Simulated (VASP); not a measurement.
LiH, 2 atoms in the cell. It takes space group I4/mmm (No. 139, tetragonal). The conventional cell has a = 3.002 Å, b = 3.002 Å, c = 3.930 Å, α = 90.00°, β = 90.00°, γ = 90.00°. Li (site symmetry 4/mmm) is surrounded by 6 H at 1.97 to 2.12 Å. H (site symmetry 4/mmm) is surrounded by 6 Li at 1.97 to 2.12 Å. The cell was built by a generator and needn't be a form met in nature. The cell isn't the ideal one: epitaxial_xy strain +6.0%.

* Program: VASP 6.6.1
* Task: single point
* Functional: r2SCAN
* Potentials or basis: VASP PAW PBE potentials, release 64 (Li_sv, H)
* Cutoff: 520 eV
* k mesh: 10 × 10 × 10
* Occupations: gaussian, width 0.01 eV
* Spin: no spin polarisation
* Dipole correction: no
* Further INCAR settings: ALGO = Normal; EDIFF = 1e-07; NBANDS = 9

Potentials or basis: VASP PAW PBE potentials, release 64 (Li_sv, H).

Command:

```bash
$ cat potpaw_PBE.64/Li_sv/POTCAR potpaw_PBE.64/H/POTCAR > POTCAR
$ cp INCAR.step1 INCAR
$ mpirun -np 1 vasp_std > vasp.out
$ cp INCAR.step2 INCAR
$ mpirun -np 1 vasp_std > vasp.out
```

Hardware: 1 thread of Intel(R) Xeon(R) 6975P-C (Granite Rapids) (shared host).

Problem. Estimate the wall time of this run.

Solution. Run time: 26 s on 1 thread of Intel(R) Xeon(R) 6975P-C (Granite Rapids), on a shared host, peak memory 0.14 GiB. Counts: scf iterations 13, k points 102.
